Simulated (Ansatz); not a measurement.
# AlN: stiffness from strained cells, part 2 of 2

Aim: the elastic tensor from the stress of slightly strained cells, and the moduli that follow. Runs: reference run (LAPW and crystal datasets). Companion runs by PAW are cited.

Ansatz 0.2.0; DFT LDA. The steps go on from the part before.

### Step 3. Reference run, crystal datasets

The COD entry's cell or inner coordinates are ideal or old and differ from later refinements, so a difference from it is no clean test against experiment.

The input, input.yaml:

```yaml
crystal:
  lattice:
    - [3.08877018995, 0.0, 0.0]
    - [-1.54438509497, 2.67495345095, 0.0]
    - [0.0, 0.0, 4.94326336468]
  atoms:
    - { symbol: Al, position: [0.333333333333, 0.666666666667, -0.000992572121] }
    - { symbol: Al, position: [0.666666666667, 0.333333333333, 0.499007427879] }
    - { symbol: "N", position: [0.333333333333, 0.666666666667, 0.380992572121] }
    - { symbol: "N", position: [0.666666666667, 0.333333333333, 0.880992572121] }
kpoints:
  mp_grid: { grid: [8, 8, 6] }
scf:
  occupations: { method: fixed }
hamiltonian:
  xc: lda
  pseudopotentials: { kind: all_electron, datasets: crystal }
elastic:
  mode: relaxed_ion
  stencil: two_point
  amplitude: 0.003
```

Started as:

```console
$ ansatz run input.yaml --threads 2 --pin off --max-ram 5120MiB --backend cpu --events-out ev --progress --plain --runs-dir out
```

Output:

```text
hamiltonian.pseudopotentials.datasets: crystal makes datasets for this crystal and solves the spheres of its atoms anew in each pass: cutoff 380.0 eV, the density's 2660.0 eV; for an error of 0.50 meV an atom under PBE, 2.0 meV for the cell; an energy difference from a run of another recipe may be off by several times the error for the cell, under r2SCAN by more, where some 0.1 meV an atom stays at smaller errors; N in spheres of 0.963 Å, 5 of its electrons in bands; Al in spheres of 0.852 Å, 3 of its electrons in bands, 8 on its site; only band paths and densities of states list, in semicore columns, the levels of the semicore shells that are solved separately: 2s of Al, 2p of Al
Engine: ansatz 0.2.0
Pseudopotentials: kind: all_electron
Pseudopotential: Al, paw, valence charge 11, recommended cutoff 380 eV (normal), crystal/all_electron/lda/scalar/gaussian/Al, Koelling and Harmon's equation, gaussian nucleus
Pseudopotential: N, paw, valence charge 5, recommended cutoff 380 eV (normal), crystal/all_electron/lda/scalar/gaussian/N, Koelling and Harmon's equation, gaussian nucleus
Functional definition: SPW92
  exchange = slater_x
  correlation = pw_c
davidson cushion auto → on  (no smearing: the cushion is to keep the highest requested band from converging to the state above it; pin scf.eigensolver.cushion to override)
Crystal: 4 atoms, lattice volume = 40.843 Å³
Basis set: ecut = 380 eV, 687 PW (Γ)
Bands: 12, of which v1, the nominal top of the filled ones, is band 8 counted from 1 (7 counted from 0)
Symmetry: 12 space group operations
Space group: P63mc (ITA 186), of the structure as read, at distance tolerance 3.4e-5 Å
k-points: 40 of 384 (time reversal used)
Non-local potential: Al, projectors of the file, l = 0: 1, l = 1: 1
Non-local potential: N, projectors of the file, l = 0: 1, l = 1: 2
PAW form: soft (Blöchl's): semilocal exchange-correlation on the pseudo side does not see the compensation charge
PAW one-centre angular grid: Al, 110 points (default); XC on its mesh's 1845 points in the sphere
PAW one-centre angular grid: N, 110 points (default); XC on its mesh's 1943 points in the sphere
Initial density: superposition of atomic densities (neutral atoms: chi_scale 0, normalization atom)
Initial wavefunctions: pseudopotential atomic-orbital guess
Functional: x = slater, c = lda
iter 1 solved again at ethr=9.85e-2 eV; its pass at ethr=1.00e-1 eV (dr2=1.58e1 eV) is discarded
SCF iter   1: F=—  HF=-16136.801728 eV  |F-HF|=—  |Δ(HF+E_count)|=         —  Δρ=1.85e-1  dr2=1.57e1  ethr=9.85e-2  ⟨swp⟩=2.0  Hψ=3251  notcnv=0
preconditioner: auto → none  [insulator: Δε(μ)=6.086 eV  Ē_g=14.738 eV  n_scr=2 (ndim 8)  ℏωp=23.2 eV  f_vac=0.000  ε∞_Penn≈3.5]
SCF iter   2: F=—  HF=-16132.913042 eV  |F-HF|=—  |Δ(HF+E_count)|=    3.89e0  Δρ=9.27e-2  dr2=2.15e0  ethr=9.84e-2  ⟨swp⟩=3.0  Hψ=1414  notcnv=0
iter 3 solved again at ethr=6.81e-4 eV; its pass at ethr=1.35e-2 eV (dr2=1.09e-1 eV) is discarded
SCF iter   3: F=—  HF=-16132.266876 eV  |F-HF|=—  |Δ(HF+E_count)|=   6.46e-1  Δρ=2.25e-2  dr2=1.11e-1  ethr=6.81e-4  ⟨swp⟩=2.4  Hψ=2372  notcnv=0
SCF iter   4: F=—  HF=-16132.250464 eV  |F-HF|=—  |Δ(HF+E_count)|=   1.64e-2  Δρ=3.51e-3  dr2=3.40e-3  ethr=6.81e-4  ⟨swp⟩=2.0  Hψ=1120  notcnv=0
SCF iter   5: F=—  HF=-16132.251085 eV  |F-HF|=—  |Δ(HF+E_count)|=   6.21e-4  Δρ=7.35e-4  dr2=1.34e-4  ethr=2.13e-5  ⟨swp⟩=3.0  Hψ=1518  notcnv=0
SCF iter   6: F=—  HF=-16132.251061 eV  |F-HF|=—  |Δ(HF+E_count)|=   2.38e-5  Δρ=2.10e-4  dr2=8.86e-6  ethr=8.36e-7  ⟨swp⟩=2.9  Hψ=1256  notcnv=0
SCF iter   7: F=—  HF=-16132.251061 eV  |F-HF|=—  |Δ(HF+E_count)|=   3.33e-7  Δρ=4.17e-5  dr2=3.41e-7  ethr=5.53e-8  ⟨swp⟩=3.0  Hψ=1528  notcnv=0
SCF iter   8: F=—  HF=-16132.251062 eV  |F-HF|=—  |Δ(HF+E_count)|=   1.31e-6  Δρ=1.34e-5  dr2=2.40e-8  ethr=2.13e-9  ⟨swp⟩=3.1  Hψ=1229  notcnv=0
SCF iter   9: F=—  HF=-16132.251062 eV  |F-HF|=—  |Δ(HF+E_count)|=   1.35e-9  Δρ=1.91e-6  dr2=6.70e-10  ethr=1.50e-10  ⟨swp⟩=3.0  Hψ=1487  notcnv=0  defer=2
SCF iter  10: F=—  HF=-16132.251062 eV  |F-HF|=—  |Δ(HF+E_count)|=   2.54e-9  Δρ=4.18e-7  dr2=1.68e-11  ethr=4.18e-12  ⟨swp⟩=3.2  Hψ=1457  notcnv=0  defer=1
SCF iter  11: F=—  HF=-16132.251062 eV  |F-HF|=—  |Δ(HF+E_count)|=  1.09e-11  Δρ=7.59e-8  dr2=1.33e-12  ethr=1.00e-12  ⟨swp⟩=2.2  Hψ=1128  notcnv=0
SCF iter  12: F=-16132.251062 eV  HF=-16132.251062 eV  |F-HF|=3.64e-12  |Δ(HF+E_count)|=  5.46e-12  Δρ=1.16e-8  dr2=2.92e-14  ethr=1.00e-12  ⟨swp⟩=2.2  Hψ=1127  notcnv=0
SCF 1 converged in 12 iterations: F = -16132.251064 eV  dr2 = 2.92e-14
  Residual-converged pass: ⟨swp⟩=4.0  Hψ=1521  notcnv=0  max |occ|·‖R‖ = 9.9e-9 eV (tolerance 1.0e-8 eV)  dr2=3.33e-14  dr2_onsite=1.73e-14  max |Δocc| = 0.0e0
relax step   1: F+E_penalty+E_count = -16132.25106387 eV  Δ(F+E_penalty+E_count) = +0.000e0 eV  max|allowed force component| = 1.023e-3 eV/Å  Δτ_max = 0.0000 Å  (12 SCF iters, accepted)
Initial density: handed on by an earlier stage of this run
Initial wavefunctions: pseudopotential atomic-orbital guess (no wavefunctions were taken with the density)
iter 1 solved again at ethr=1.97e-8 eV; its pass at ethr=1.00e-1 eV (dr2=3.73e-3 eV) is discarded
SCF iter   1: F=—  HF=-16132.251062 eV  |F-HF|=—  |Δ(HF+E_count)|=         —  Δρ=9.22e-5  dr2=1.37e-6  ethr=1.97e-8  ⟨swp⟩=5.2  Hψ=6143  notcnv=0
preconditioner: auto → none  [insulator: Δε(μ)=4.403 eV  Ē_g=13.144 eV  n_scr=2 (ndim 8)  ℏωp=23.2 eV  f_vac=0.000  ε∞_Penn≈4.1]
SCF iter   2: F=—  HF=-16132.251062 eV  |F-HF|=—  |Δ(HF+E_count)|=   2.62e-7  Δρ=3.28e-5  dr2=1.47e-7  ethr=8.58e-9  ⟨swp⟩=4.2  Hψ=1354  notcnv=0  defer=1
iter 3 solved again at ethr=7.18e-11 eV; its pass at ethr=9.16e-10 eV (dr2=1.15e-8 eV) is discarded
SCF iter   3: F=—  HF=-16132.251062 eV  |F-HF|=—  |Δ(HF+E_count)|=   3.52e-8  Δρ=6.85e-6  dr2=1.10e-8  ethr=7.18e-11  ⟨swp⟩=2.9  Hψ=2742  notcnv=0  defer=12
SCF iter   4: F=—  HF=-16132.251062 eV  |F-HF|=—  |Δ(HF+E_count)|=  6.53e-10  Δρ=2.78e-6  dr2=2.23e-9  ethr=6.91e-11  ⟨swp⟩=3.1  Hψ=1446  notcnv=0  defer=1
SCF iter   5: F=—  HF=-16132.251062 eV  |F-HF|=—  |Δ(HF+E_count)|=   1.82e-9  Δρ=6.83e-7  dr2=1.31e-10  ethr=1.40e-11  ⟨swp⟩=2.4  Hψ=1139  notcnv=0  defer=2
SCF iter   6: F=—  HF=-16132.251062 eV  |F-HF|=—  |Δ(HF+E_count)|=  2.18e-11  Δρ=2.06e-7  dr2=5.55e-12  ethr=1.00e-12  ⟨swp⟩=3.4  Hψ=1271  notcnv=0
SCF iter   7: F=—  HF=-16132.251062 eV  |F-HF|=—  |Δ(HF+E_count)|=  2.36e-11  Δρ=2.68e-8  dr2=2.64e-13  ethr=1.00e-12  ⟨swp⟩=2.4  Hψ=1137  notcnv=0
SCF iter   8: F=-16132.251062 eV  HF=-16132.251062 eV  |F-HF|=1.27e-11  |Δ(HF+E_count)|=  7.28e-12  Δρ=3.19e-9  dr2=1.86e-15  ethr=1.00e-12  ⟨swp⟩=2.3  Hψ=1131  notcnv=0
SCF 2 converged in 8 iterations: F = -16132.251064 eV  dr2 = 1.86e-15
  Residual-converged pass: ⟨swp⟩=4.0  Hψ=1375  notcnv=0  max |occ|·‖R‖ = 9.8e-9 eV (tolerance 1.0e-8 eV)  dr2=1.60e-15  dr2_onsite=1.54e-15  max |Δocc| = 0.0e0
relax step   2: F+E_penalty+E_count = -16132.25106391 eV  Δ(F+E_penalty+E_count) = -3.579e-8 eV  max|allowed force component| = 7.591e-4 eV/Å  Δτ_max = 0.0000 Å  (8 SCF iters, accepted)
Initial wavefunctions: those handed on with the density
iter 1 solved again at ethr=2.59e-10 eV; its pass at ethr=1.00e-1 eV (dr2=4.14e-8 eV) is discarded
SCF iter   1: F=—  HF=-16132.251063 eV  |F-HF|=—  |Δ(HF+E_count)|=         —  Δρ=7.24e-6  dr2=1.85e-8  ethr=2.59e-10  ⟨swp⟩=4.3  Hψ=2840  notcnv=0  defer=1
SCF iter   2: F=—  HF=-16132.251062 eV  |F-HF|=—  |Δ(HF+E_count)|=   8.65e-9  Δρ=2.71e-6  dr2=2.65e-9  ethr=1.16e-10  ⟨swp⟩=2.5  Hψ=1151  notcnv=0  defer=1
SCF iter   3: F=—  HF=-16132.251062 eV  |F-HF|=—  |Δ(HF+E_count)|=  6.77e-10  Δρ=7.37e-7  dr2=1.47e-10  ethr=1.65e-11  ⟨swp⟩=3.0  Hψ=1471  notcnv=0  defer=1
SCF iter   4: F=—  HF=-16132.251062 eV  |F-HF|=—  |Δ(HF+E_count)|=  4.37e-11  Δρ=1.44e-7  dr2=3.61e-12  ethr=1.00e-12  ⟨swp⟩=3.1  Hψ=1225  notcnv=0
SCF iter   5: F=—  HF=-16132.251062 eV  |F-HF|=—  |Δ(HF+E_count)|=  1.09e-11  Δρ=8.19e-8  dr2=2.23e-12  ethr=1.00e-12  ⟨swp⟩=2.1  Hψ=1126  notcnv=0
SCF iter   6: F=-16132.251062 eV  HF=-16132.251062 eV  |F-HF|=1.27e-11  |Δ(HF+E_count)|=  3.64e-12  Δρ=1.82e-8  dr2=9.54e-14  ethr=1.00e-12  ⟨swp⟩=2.1  Hψ=1125  notcnv=0
SCF 3 converged in 6 iterations: F = -16132.251064 eV  dr2 = 9.54e-14
  Residual-converged pass: ⟨swp⟩=4.0  Hψ=1527  notcnv=0  max |occ|·‖R‖ = 8.8e-9 eV (tolerance 1.0e-8 eV)  dr2=9.56e-14  dr2_onsite=4.88e-14  max |Δocc| = 0.0e0
relax step   3: F+E_penalty+E_count = -16132.25106395 eV  Δ(F+E_penalty+E_count) = -4.368e-8 eV  max|allowed force component| = 2.878e-7 eV/Å  Δτ_max = 0.0000 Å  (6 SCF iters, accepted)
[... 27 lines left out ...]
relax step   1: F+E_penalty+E_count = -16132.25051330 eV  Δ(F+E_penalty+E_count) = +0.000e0 eV  max|allowed force component| = 3.336e-2 eV/Å  Δτ_max = 0.0000 Å  (10 SCF iters, accepted)
[... 12 lines left out ...]
relax step   1: F+E_penalty+E_count = -16132.25091322 eV  Δ(F+E_penalty+E_count) = +0.000e0 eV  max|allowed force component| = 1.690e-2 eV/Å  Δτ_max = 0.0000 Å  (11 SCF iters, accepted)
[... 12 lines left out ...]
relax step   2: F+E_penalty+E_count = -16132.25093106 eV  Δ(F+E_penalty+E_count) = -1.783e-5 eV  max|allowed force component| = 6.001e-4 eV/Å  Δτ_max = 0.0006 Å  (9 SCF iters, accepted)
[... 9 lines left out ...]
relax step   3: F+E_penalty+E_count = -16132.25093108 eV  Δ(F+E_penalty+E_count) = -1.788e-8 eV  max|allowed force component| = 2.074e-4 eV/Å  Δτ_max = 0.0000 Å  (7 SCF iters, accepted)
SCF iter   1: F=—  HF=-16132.250929 eV  |F-HF|=—  |Δ(HF+E_count)|=         —  Δρ=5.18e-6  dr2=2.89e-9  ethr=1.27e-10  ⟨swp⟩=4.0  Hψ=5529  notcnv=0  defer=11
SCF iter   2: F=—  HF=-16132.250930 eV  |F-HF|=—  |Δ(HF+E_count)|=   7.77e-7  Δρ=2.25e-6  dr2=3.26e-10  ethr=1.81e-11  ⟨swp⟩=3.1  Hψ=4412  notcnv=0  defer=2
SCF iter   3: F=—  HF=-16132.250930 eV  |F-HF|=—  |Δ(HF+E_count)|=   1.98e-9  Δρ=1.27e-6  dr2=7.23e-11  ethr=2.04e-12  ⟨swp⟩=3.1  Hψ=3494  notcnv=0  defer=2
SCF iter   4: F=—  HF=-16132.250930 eV  |F-HF|=—  |Δ(HF+E_count)|=  1.20e-10  Δρ=4.34e-7  dr2=2.86e-11  ethr=1.00e-12  ⟨swp⟩=2.2  Hψ=3212  notcnv=0
SCF iter   5: F=—  HF=-16132.250930 eV  |F-HF|=—  |Δ(HF+E_count)|=  5.46e-12  Δρ=9.01e-8  dr2=2.51e-12  ethr=1.00e-12  ⟨swp⟩=2.1  Hψ=3203  notcnv=0
SCF iter   6: F=—  HF=-16132.250930 eV  |F-HF|=—  |Δ(HF+E_count)|=  3.64e-12  Δρ=2.07e-8  dr2=1.32e-13  ethr=1.00e-12  ⟨swp⟩=2.1  Hψ=3203  notcnv=0
SCF iter   7: F=-16132.250930 eV  HF=-16132.250930 eV  |F-HF|=0.00e0  |Δ(HF+E_count)|=  1.64e-11  Δρ=5.90e-9  dr2=6.60e-15  ethr=1.00e-12  ⟨swp⟩=2.1  Hψ=3203  notcnv=0
SCF 30 converged in 7 iterations: F = -16132.250931 eV  dr2 = 6.60e-15
  Residual-converged pass: ⟨swp⟩=3.0  Hψ=3637  notcnv=0  max |occ|·‖R‖ = 9.7e-9 eV (tolerance 1.0e-8 eV)  dr2=6.62e-15  dr2_onsite=9.03e-15  max |Δocc| = 0.0e0
relax step   4: F+E_penalty+E_count = -16132.25093108 eV  Δ(F+E_penalty+E_count) = -2.863e-9 eV  max|allowed force component| = 2.320e-6 eV/Å  Δτ_max = 0.0000 Å  (7 SCF iters, accepted)
iter 1 solved again at ethr=1.00e-12 eV; its pass at ethr=1.00e-1 eV (dr2=2.59e-3 eV) is discarded
SCF iter   1: F=—  HF=-16132.250930 eV  |F-HF|=—  |Δ(HF+E_count)|=         —  Δρ=2.11e-7  dr2=5.50e-12  ethr=1.00e-12  ⟨swp⟩=5.3  Hψ=26631  notcnv=0
SCF iter   2: F=—  HF=-16132.250930 eV  |F-HF|=—  |Δ(HF+E_count)|=  4.00e-11  Δρ=7.50e-8  dr2=8.07e-13  ethr=1.00e-12  ⟨swp⟩=3.8  Hψ=3524  notcnv=0
SCF iter   3: F=—  HF=-16132.250930 eV  |F-HF|=—  |Δ(HF+E_count)|=  1.46e-11  Δρ=7.76e-8  dr2=7.99e-13  ethr=1.00e-12  ⟨swp⟩=2.9  Hψ=3303  notcnv=0
SCF iter   4: F=—  HF=-16132.250930 eV  |F-HF|=—  |Δ(HF+E_count)|=  1.46e-11  Δρ=5.77e-8  dr2=4.17e-13  ethr=1.00e-12  ⟨swp⟩=2.4  Hψ=3236  notcnv=0
SCF iter   5: F=—  HF=-16132.250930 eV  |F-HF|=—  |Δ(HF+E_count)|=  3.64e-12  Δρ=4.02e-8  dr2=1.98e-13  ethr=1.00e-12  ⟨swp⟩=2.3  Hψ=3223  notcnv=0
SCF iter   6: F=-16132.250930 eV  HF=-16132.250930 eV  |F-HF|=7.28e-12  |Δ(HF+E_count)|=    0.00e0  Δρ=1.87e-8  dr2=4.48e-14  ethr=1.00e-12  ⟨swp⟩=2.1  Hψ=3204  notcnv=0
SCF 31 converged in 6 iterations: F = -16132.250931 eV  dr2 = 4.48e-14
  Residual-converged pass: ⟨swp⟩=3.0  Hψ=3345  notcnv=0  max |occ|·‖R‖ = 9.8e-9 eV (tolerance 1.0e-8 eV)  dr2=4.44e-14  dr2_onsite=5.13e-14  max |Δocc| = 0.0e0
SCF converged after 6 iterations
Free energy (F): -16132.251064 eV
Harris-Foulkes:  -16132.251064 eV  (|F-HF|=0.00e0)
Internal energy: -16132.251064 eV  (E = F + TS)
E sigma→0 (E₀):  -16132.251064 eV
Past the cutoff: the bands carry plane waves up to 1.75 times it, of which those up to 1.5 times it add -0.000221 eV an atom, each by itself; the spheres take 0.000170 eV an atom off the energy for waves past 1.75 times it
By the cutoff:   a pressure is off by up to 0.008 GPa (1.2 times the spheres' own share and the shells' term, over an atom's volume, and 0.004 GPa: a bound that held against runs at twice the plane waves)
Past the cutoffs: a stress includes 0.0027 GPa for waves and charges beyond them, in addition to the slope of what the spheres take
In the spheres:  the bands' charges fall short by 4.3e-7 e at most (sound up to 1e-3), those of shells solved beside the bands by 3.6e-7 e (sound up to 5e-4)
Fermi energy:    8.673486 eV
--- Per-component energies (eV) ---
  E_band       = 54.524463
  E_kinetic    = 273.297345
  E_local      = -2969.433912  (includes V_loc(G=0)·N_el)
  E_nonlocal   = -5.215206
  E_hartree    = 1349.449074
  E_xc         = -206.183827
  E_vxc        = -253.109500  (∫ρ·V_xc dr)
  E_paw        = -17948.660287  (= ΣΔE_a)
  E_vpaw       = -5575.301102  (= ΣTr[D̂ρ^β])
  E_ewald      = -2510.892942
  E_smearing   = -0.000000  (= −TS)
  E_closure    = 5885.388691  (closes the sum)
  Σ components = -16132.251064   (vs F -16132.251064, Δ=0.00e0)
  The terms above E_closure are by the made datasets' own strengths, without shells solved beside the bands.
--- Forces (eV/Å), atoms counted from 1 ---
  atom   1  Al     0.00000000    -0.00000000    -0.00000022
  atom   2  Al    -0.00000000     0.00000000    -0.00000022
  atom   3  N      0.00000000    -0.00000000     0.00000020
  atom   4  N     -0.00000000     0.00000000     0.00000020
  max |Σ_I F_I| component: 5.44e-8 eV/Å
--- Stress (GPa, compression-positive) ---
        0.004951      -0.000000      -0.000000
       -0.000000       0.004951       0.000000
       -0.000000       0.000000       0.020111
  P = ⅓ Tr σ = 0.0100 GPa (0.100 kbar)
  It holds what live shells' own plane waves past their cutoff add
--- Band table (eV; the first three rows and the last of 40) ---
  k-point 0: bands = ["-6.5036", "-4.2098", "2.5244", "7.7841", "7.7841", "8.4462", "8.4462", "8.6735", "13.0906", "15.4001", "19.3302", "19.7779"]
  k-point 1: bands = ["-6.3920", "-4.4376", "2.9178", "7.8260", "7.8260", "8.0752", "8.3994", "8.3994", "13.5671", "15.4744", "19.1497", "19.7454"]
  k-point 2: bands = ["-6.0678", "-4.9718", "3.9379", "6.7730", "7.9423", "7.9423", "8.2734", "8.2734", "14.4949", "15.5612", "18.8513", "19.7963"]
  k-point 39: bands = ["-3.8229", "-3.8229", "3.5206", "3.5206", "5.0650", "5.0650", "7.8241", "7.8241", "15.5017", "15.5017", "17.1136", "17.1136"]
--- Elastic constants: 3 strain directions × 2 members + reference (group order 12) ---
  dense FFT box of the reference and of every strained cell: 27×27×45
  strains applied: 11, 33, 23; error gains: componentwise 1.00 (the most a stress slope's error grows in a printed constant), spectral 1.41 (1 for all six strains in a standard setting)
  reference relaxed by the batch: 3 steps; max|allowed force component| 1.02e-3 eV/Å at the deck's positions, 2.88e-7 at the last accepted step, 2.10e-7 by the solve of record
  largest displacement 3.9e-5 Å; the constants are those of the deck's cell at these positions:
  atoms:
    - { symbol: Al, position: [0.33333333333333337, 0.6666666666666669, -0.0009846921649199838] }
    - { symbol: Al, position: [0.6666666666666667, 0.3333333333333334, 0.4990153078350801] }
    - { symbol: N, position: [0.33333333333333337, 0.6666666666666669, 0.38098469216492004] }
    - { symbol: N, position: [0.6666666666666667, 0.3333333333333334, 0.88098469216492] }
  C = ∂σ_k/∂η_j (tension-positive GPa; Voigt order 11 22 33 23 13 12):
       396.426    143.672    112.453     -0.000      0.000     -0.000
       143.672    396.426    112.453     -0.000      0.000     -0.000
       112.457    112.457    369.879      0.000     -0.000     -0.000
        -0.000      0.000     -0.000    115.798     -0.000      0.000
         0.000     -0.000     -0.000      0.000    115.798     -0.000
        -0.000      0.000      0.000      0.000     -0.000    126.377
  reference stress σ⁰ (GPa):     -0.005     -0.005     -0.020     -0.000      0.000      0.000
  C* (energy form; C + prestress term) asymmetry max|C*_kj − C*_jk| = 1.172e-2 GPa — a small one proves nothing (zero by symmetry where the batch's group is 432, −43m or m−3m); a large one is finite-difference/SCF noise where every solve meets its electron count
  moduli (Voigt/Reuss/Hill, GPa): K = 211.10/210.21/210.65   G = 124.54/123.90/124.22   E = 311.44   ν = 0.254
  mechanically stable: yes (min eigenvalue of sym C = 115.80 GPa)
  where every solve meets its electron count the energy-path curvature estimates C_jj along a normal strain and C_jj − ¼(σ⁰_aa + σ⁰_bb) along a shear (ab), closely only under elastic.basis: deformed
  strain η (Voigt 11):  stress-route row diagonal C_11 = 396.43 GPa, energy-path curvature d²(F+E_count)/dδ²/Ω₀ = 396.47 GPa
         δ    σ_11 (GPa)             F (eV)   n_scf  n_hpsi   n_pw
    -3.000e-3      -1.2026      -16132.2506033       6   34209    700   relax 5 steps, max|allowed force component| 3.53e-5 eV/Å
     3.000e-3       1.1760      -16132.2506150       7   36246    703   relax 3 steps, max|allowed force component| 4.02e-5 eV/Å
  strain η (Voigt 33):  stress-route row diagonal C_33 = 369.88 GPa, energy-path curvature d²(F+E_count)/dδ²/Ω₀ = 369.94 GPa
         δ    σ_33 (GPa)             F (eV)   n_scf  n_hpsi   n_pw
    -3.000e-3      -1.1288      -16132.2506245       7   17213    698   relax 3 steps, max|allowed force component| 5.23e-6 eV/Å
     3.000e-3       1.0905      -16132.2506546       6   16134    702   relax 3 steps, max|allowed force component| 6.94e-6 eV/Å
  strain η (Voigt 23):  stress-route row diagonal C_44 = 115.80 GPa, energy-path curvature d²(F+E_count)/dδ²/Ω₀ = 115.81 GPa
         δ    σ_23 (GPa)             F (eV)   n_scf  n_hpsi   n_pw
    -3.000e-3      -0.3474      -16132.2509311       6   46331    702   relax 3 steps, max|allowed force component| 3.56e-5 eV/Å
     3.000e-3       0.3474      -16132.2509311       6   46466    702   relax 4 steps, max|allowed force component| 2.32e-6 eV/Å
```

It took 4.1 min on 2 threads of Arm Neoverse V1, shared host; peak memory 0.78 GiB.

C in GPa (Voigt order xx, yy, zz, yz, xz, xy):

```
396.4 143.7 112.5   0.0   0.0   0.0
143.7 396.4 112.5   0.0   0.0   0.0
112.5 112.5 369.9   0.0   0.0   0.0
  0.0   0.0   0.0 115.8   0.0   0.0
  0.0   0.0   0.0   0.0 115.8   0.0
  0.0   0.0   0.0   0.0   0.0 126.4
```

### Step 4. All runs together

PAW rows come from companion runs at the same settings.

| run | C11 | C12 | C13 | C33 | C44 | K | G | E | Poisson ratio |
| --- | --- | --- | --- | --- | --- | --- | --- | --- | --- |
| ions relaxed, LAPW | 396.6 | 143.6 | 112.4 | 370.0 | 115.9 | 210.7 | 124.3 | 311.7 | 0.253 |
| ions relaxed, crystal datasets | 396.4 | 143.7 | 112.5 | 369.9 | 115.8 | 210.7 | 124.2 | 311.4 | 0.254 |
| ions relaxed, PAW | 396.0 | 143.3 | 112.0 | 369.7 | 115.8 | 210.3 | 124.2 | 311.4 | 0.253 |
| at 2 GPa, PAW | 405.1 | 151.9 | 119.9 | 375.8 | 116.4 | 218.3 | 124.5 | 313.9 | 0.260 |

Constants and moduli in GPa; K, G and E are Hill averages.

### Step 5. Outcome

The summary covers parts 1 to 2.

```
                           quantity              value
                         C11 (LAPW)            397 GPa
                         C12 (LAPW)            144 GPa
                         C13 (LAPW)            112 GPa
                         C33 (LAPW)            370 GPa
                         C44 (LAPW)            116 GPa
    bulk, shear and Young's modulus  211, 124, 312 GPa
Debye temperature from sound speeds              930 K
         universal anisotropy index               0.03
```

In words: All eigenvalues are positive, so the crystal is mechanically stable; by LAPW K = 211 and G = 124 GPa, K/G = 1.69, on the brittle side of Pugh's rough line at 1.75, which was drawn for metals. Young's modulus runs from 297 to 329 GPa with direction. PAW's constants lie within 0.6 GPa of LAPW's. Cautions: constants at zero field, no piezoelectric stiffening.
